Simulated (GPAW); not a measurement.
# KBr (Fm-3m) in GPAW: further runs, part 2 of 2

GPAW 26.7.0. Earlier steps stand in the parts before.

**5. Band structure, PBEsol, spin-orbit coupling, no magnetisation**

run.py reads:

```python
import numpy as np
from ase.dft.bandgap import bandgap
from ase.io import read, write
from ase.units import GPa
from gpaw import GPAW, PW, setup_paths
from gpaw.spinorbit import soc_eigenstates

setup_paths.insert(0, '.')

atoms = read('KBr.cif')

calc = GPAW(mode=PW(600),
            xc='PBEsol',
            kpts={'size': (6, 6, 6), 'gamma': True},
            occupations={'name': 'fermi-dirac', 'width': 0.05},
            nbands=16,
            convergence={'density': 1e-05, 'energy': 1e-05},
            maxiter=150,
            txt='gpaw.txt')
atoms.calc = calc
energy = atoms.get_potential_energy()
forces = atoms.get_forces()
stress = atoms.get_stress()
calc.write('gs.gpw')
write('result.traj', atoms)
print(f'Energy: {energy:.6f} eV')
print('Forces (eV/A):')
print(forces.round(4))
print('Stress (GPa):', (stress / GPa).round(3))
print('Fermi level:', round(calc.get_fermi_level(), 4), 'eV')
print(f'Gap: {bandgap(calc)[0]:.4f} eV, direct: {bandgap(calc, direct=True)[0]:.4f} eV')

path = atoms.cell.bandpath('GXWKGLUWLK,UX', npoints=100, eps=1e-4)
bs_calc = calc.fixed_density(kpts=path, symmetry='off', nbands=30,
                             convergence={'bands': 'CBM+6.0', 'eigenstates': 1e-6}, txt='bands.txt')
bs = bs_calc.band_structure()
bs.write('bs.json')
print(f'Gap on the path: {bandgap(bs_calc)[0]:.4f} eV')

soc = soc_eigenstates(bs_calc, theta=90, phi=0)
np.savetxt('soc_bands.dat', soc.eigenvalues(), fmt='%.4f')
mesh = soc_eigenstates('gs.gpw', theta=90, phi=0)
np.savetxt('soc_mesh.dat', mesh.eigenvalues(), fmt='%.4f')
print('Fermi level with spin-orbit coupling:', round(mesh.fermi_level, 4), 'eV')
```

KBr.cif reads:

```cif
data_KBr
_cell_length_a 4.66690476
_cell_length_b 4.66690476
_cell_length_c 4.66690476
_cell_angle_alpha 60.00000000
_cell_angle_beta 60.00000000
_cell_angle_gamma 60.00000000
_space_group_name_H-M_alt 'P1'
_space_group_name_Hall 'P 1'
_space_group_IT_number 1
loop_
_space_group_symop_operation_xyz
'x,y,z'
loop_
_atom_site_label
_atom_site_type_symbol
_atom_site_symmetry_multiplicity
_atom_site_Wyckoff_symbol
_atom_site_fract_x
_atom_site_fract_y
_atom_site_fract_z
_atom_site_occupancy
Br1 Br 1 a 0.5000000000 0.5000000000 0.5000000000 1
K1 K 1 a 0.0000000000 0.0000000000 0.0000000000 1
```

Potentials or basis: PAW data sets generated in the run's folder for this functional, pw.

Run with:

```sh
$ gpaw-setup -f PBEsol Br K
$ OMP_NUM_THREADS=1 python run.py
```

gpaw.txt:

```text
__  _  _
 | _ |_)|_||  |
 |__||  | ||/\| - 26.7.0

Input parameters:
  mode=PW(ecut=600.0),
  convergence={'density': 1e-05, 'energy': 1e-05},
  kpts=MonkhorstPack(size=(6, 6, 6), gamma=True),
  maxiter=150,
  nbands=16,
  occupations=Occupations(name='fermi-dirac', width=0.05),
  xc=XC(name='PBEsol')

Diagonalizing LCAO Hamiltonian
Converting LCAO to pw mode

                    Br

       K

Atoms  # Å, Bohr magnetons
|   | symbol |        x |        y |        z |    initial magnetic moments |
|---|--------|----------|----------|----------|-----------------------------|
| 0 |     Br | 4.666905 | 2.694439 | 1.905256 | ( 0.0000,  0.0000,  0.0000) |
| 1 |      K | 0.000000 | 0.000000 | 0.000000 | ( 0.0000,  0.0000,  0.0000) |

Unit cell  # Å
| periodic |        x |        y |        z |  lengths |    angles |
|----------|----------|----------|----------|----------|-----------|
|      yes | 4.666905 | 0.000000 | 0.000000 | 4.666905 | 60.000000 |
|      yes | 2.333452 | 4.041658 | 0.000000 | 4.666905 | 60.000000 |
|      yes | 2.333452 | 1.347219 | 3.810512 | 4.666905 | 60.000000 |

Number of symmetries: 48
[... 51 lines left out ...]

BZ-sampling:
  Number of BZ points: 216
  Number of IBZ points: 16

  Monkhorst-Pack size: [6, 6, 6]
  Monkhorst-Pack shift: [0.08333333333333333, 0.08333333333333333, 0.08333333333333333]

K-points  # in reciprocal-cell coordinates
|     |                                coordinates |     weight |
|-----|--------------------------------------------|------------|
|   0 | (  0.00000000,   0.00000000,   0.00000000) | 0.00462963 |
|   1 | (  0.16666667,   0.16666667,   0.00000000) | 0.02777778 |
|   2 | (  0.16666667,   0.16666667,   0.16666667) | 0.03703704 |
[... 113 lines left out ...]
- Maximum [total energy] change in last 3 cyles: 1e-05 eV / valence electron
- Maximum integral of absolute [eigenst]ate change: 4e-08 eV^2 / valence electron
maximum number of iterations: 150

SCF iterations
|iter     | |      energy | eigst |  dens |
|---------|-|-------------|-------|-------|
|iter:   1| |   -6.744538 | -0.26 |       |
|iter:   2| |   -6.724469 | -2.36 | -1.35 |
|iter:   3| |   -6.622455 | -2.13 | -1.38 |
|iter:   4| |   -6.622862 | -3.34 | -1.73 |
|iter:   5| |   -6.624434 | -4.30 | -2.09 |
|iter:   6| |   -6.624589 | -5.51 | -2.75 |
|iter:   7| |   -6.624596 | -6.96 | -3.54 |
|iter:   8| |   -6.624598c| -7.60c| -3.95 |
|iter:   9| |   -6.624598c| -8.47c| -5.10c|

Converged in 9 steps
Energy contributions relative to reference atoms: (reference = -87215.782123)

Energy contributions:
  Kinetic:           3.495147
  Coulomb:          -3.019297
  Zero:             -0.697140
  External:          0.000000
  Xc:               -6.403308
  Entropy:          -0.000000
  Spinorbit:         0.000000
  ----------------------------
  Free energy:      -6.624598
  Extrapolated:     -6.624598

dipole moment: (-34.015542, -19.638882, -13.886787)  # |e|*Ang

Fermi level: 1.511
Eigenvalues  # (at kpt = [0.000, 0.000, 0.000])
| band index |      eig [eV] | occ [0-2] |
|------------|---------------|-----------|
|          0 |       -27.875 |     2.000 |
|          1 |       -12.582 |     2.000 |
|          2 |       -11.452 |     2.000 |
|          3 |       -11.452 |     2.000 |
|          4 |       -11.452 |     2.000 |
|          5 |        -0.287 |     2.000 |
[... 8 lines left out ...]
|         14 |        11.119 |     0.000 |
|         15 |        15.252 |     0.000 |

Gap: 4.288 eV
Transition (v -> c):
  (s=0, k=0, n=7, [0.00, 0.00, 0.00]) -> (s=0, k=0, n=8, [0.00, 0.00, 0.00])
No difference between direct/indirect transitions

Forces  # eV/Ang
|        x |        y |        z |
|----------|----------|----------|
|  0.00000 |  0.00000 | -0.00000 |  # Br   0
| -0.00000 | -0.00000 |  0.00000 |  # K    1

Stress tensor  # eV/Ang^3
|        x |         y |         z |
|----------|-----------|-----------|
| 0.002169 | -0.000000 |  0.000000 |
| 0.000000 |  0.002169 | -0.000000 |
| 0.000000 | -0.000000 |  0.002169 |

# Writing to gs.gpw (mode='')
```

Run time: 75 s. Hardware: 1 thread of Arm Neoverse V2, shared host; peak memory 0.37 GiB.

What came out:

| Quantity | Value |
| --- | --- |
| Free energy | -6.6246 eV |
| Pressure | -0.3 GPa |
| Band gap on the k mesh | 4.12 eV, direct |
| Band gap along the path | 4.12 eV, direct |

Levels at the corners of the path, in eV from the valence-band top:
| point | band 12 | band 13 | band 14 | band 15 | band 16 | band 17 | band 18 | band 19 | band 20 | band 21 |
| --- | --- | --- | --- | --- | --- | --- | --- | --- | --- | --- |
| Γ | -0.52 | 0.00 | 0.00 | 0.00 | 0.00 | 4.12 | 4.12 | 7.36 | 7.36 | 7.36 |
| X | -1.09 | -0.54 | -0.54 | -0.30 | -0.30 | 5.58 | 5.58 | 6.93 | 6.93 | 9.12 |
| W | -1.05 | -0.63 | -0.63 | -0.59 | -0.59 | 7.08 | 7.08 | 7.13 | 7.13 | 8.01 |
| K | -1.08 | -0.72 | -0.72 | -0.43 | -0.43 | 6.31 | 6.31 | 7.89 | 7.89 | 8.17 |
| Γ | -0.52 | 0.00 | 0.00 | 0.00 | 0.00 | 4.12 | 4.12 | 7.36 | 7.36 | 7.36 |
| L | -1.43 | -0.62 | -0.62 | -0.35 | -0.35 | 6.27 | 6.27 | 7.95 | 7.95 | 9.50 |
| U | -1.08 | -0.72 | -0.72 | -0.43 | -0.43 | 6.31 | 6.31 | 7.89 | 7.89 | 8.17 |
| W | -1.05 | -0.63 | -0.63 | -0.59 | -0.59 | 7.08 | 7.08 | 7.13 | 7.13 | 8.01 |
| L | -1.43 | -0.62 | -0.62 | -0.35 | -0.35 | 6.27 | 6.27 | 7.95 | 7.95 | 9.50 |
| K | -1.08 | -0.72 | -0.72 | -0.43 | -0.43 | 6.31 | 6.31 | 7.89 | 7.89 | 8.17 |
| U | -1.08 | -0.72 | -0.72 | -0.43 | -0.43 | 6.31 | 6.31 | 7.89 | 7.89 | 8.17 |
| X | -1.09 | -0.54 | -0.54 | -0.30 | -0.30 | 5.58 | 5.58 | 6.93 | 6.93 | 9.12 |

Caveat: spin-orbit coupling was added after a scalar SCF, so levels and gaps hold it while energy, forces, pressure and moments don't; this program's spin-orbit splittings come out too wide for heavy elements. Expect the measured gap to be larger: semilocal functionals such as PBEsol lack the derivative discontinuity.

**6. Equation of state, AM05+D4**

run.py reads:

```python
from ase.calculators.mixing import SumCalculator
from ase.eos import EquationOfState
from ase.io import Trajectory, read
from ase.units import GPa
from dftd4.ase import DFTD4
from gpaw import GPAW, PW, setup_paths

setup_paths.insert(0, '.')

atoms = read('KBr.cif')

traj = Trajectory('eos.traj', 'w')
volumes, energies = [], []
for x in [0.94, 0.96, 0.98, 1.0, 1.02, 1.04, 1.06]:
    a = atoms.copy()
    a.set_cell(atoms.cell * x**(1 / 3), scale_atoms=True)
    calc = GPAW(mode=PW(600),
                xc='AM05',
                kpts={'size': (6, 6, 6), 'gamma': True},
                occupations={'name': 'fermi-dirac', 'width': 0.05},
                nbands=16,
                convergence={'density': 1e-05, 'energy': 1e-05},
                maxiter=150,
                txt=f'eos-{x:.2f}.txt')
    a.calc = SumCalculator([calc, DFTD4(method='am05')])
    energies.append(a.get_potential_energy())
    volumes.append(a.get_volume())
    p = -a.get_stress()[:3].mean() / GPa
    calc.write(f'eos-{x:.2f}.gpw')
    traj.write(a)
    print(f'{x:.2f} {volumes[-1]:10.4f} A^3 {energies[-1]:14.6f} eV {p:9.3f} GPa', flush=True)

v0, e0, B = EquationOfState(volumes, energies, eos='birchmurnaghan').fit()
print(f'V0 = {v0:.4f} A^3, E0 = {e0:.6f} eV, B0 = {B / GPa:.2f} GPa')
```

KBr.cif is that of step 5.

Potentials or basis: PAW data sets generated in the run's folder for this functional, pw.

Run with:

```sh
$ gpaw-setup -f AM05 Br K
$ OMP_NUM_THREADS=1 python run.py
```

Wall time 85 s (1 thread of Arm Neoverse V2, shared host); peak memory 0.25 GiB.

Results (log left out):

| Property | Result |
| --- | --- |
| Equilibrium volume | 36.13 Å³/atom |
| Bulk modulus | 13.8 GPa |
| Pressure derivative of the bulk modulus | 4.9 |

Energy against volume, from the lowest point:
```csv
volume (Å³/atom),energy (meV/atom)
33.781,7.45
34.500,3.41
35.218,0.99
35.937,0.00
36.656,0.27
37.374,1.67
38.093,4.09
```

**7. The runs side by side**

| task | level | potentials or basis | spin | band path | band points | eigensolver | spin axis theta (degrees) | spin axis phi (degrees) | gap on the mesh (eV) | pressure (GPa) |
| --- | --- | --- | --- | --- | --- | --- | --- | --- | --- | --- |
| band structure | GLLB-SC | the program's PAW data sets (release 1.2.1) made for this functional, pw | off | GXWKGLUWLK,UX | 60 | - | - | - | 8.49 | - |
| equation of state | TPSS | GPAW PAW data sets (gpaw-data 1.2.1), pw | off | - | - | davidson | - | - | - | - |
| band structure | rSCAN | GPAW PAW data sets (gpaw-data 1.2.1), pw | SOC, no magnetisation | GXWKGLUWLK,UX | 80 | - | 0 | 0 | 4.84 | 0.0 |
| band structure | PBEsol | PAW data sets generated in the run's folder for this functional, pw | SOC, no magnetisation | GXWKGLUWLK,UX | 100 | - | 90 | 0 | 4.12 | -0.3 |
| equation of state | AM05+D4 | PAW data sets generated in the run's folder for this functional, pw | off | - | - | - | - | - | - | - |

Alike in all rows: cell as given; k mesh 6 × 6 × 6; cutoff (eV) 600; smearing fermi-dirac 0.05 eV.

Caveats: the PAW data sets were made with another functional, which shifts forces and pressure a little (some runs); spin-orbit coupling was added after a scalar SCF, so levels and gaps hold it while energy, forces, pressure and moments don't (some runs); this program's spin-orbit splittings come out too wide for heavy elements (some runs); the GLLB-SC gap is the Kohn-Sham gap of the path plus the derivative discontinuity (some runs); a model potential gives levels but no total energy (some runs); the minimum lies outside the volumes run (some runs).

Absolute energies hang on the potentials; compare differences alone.
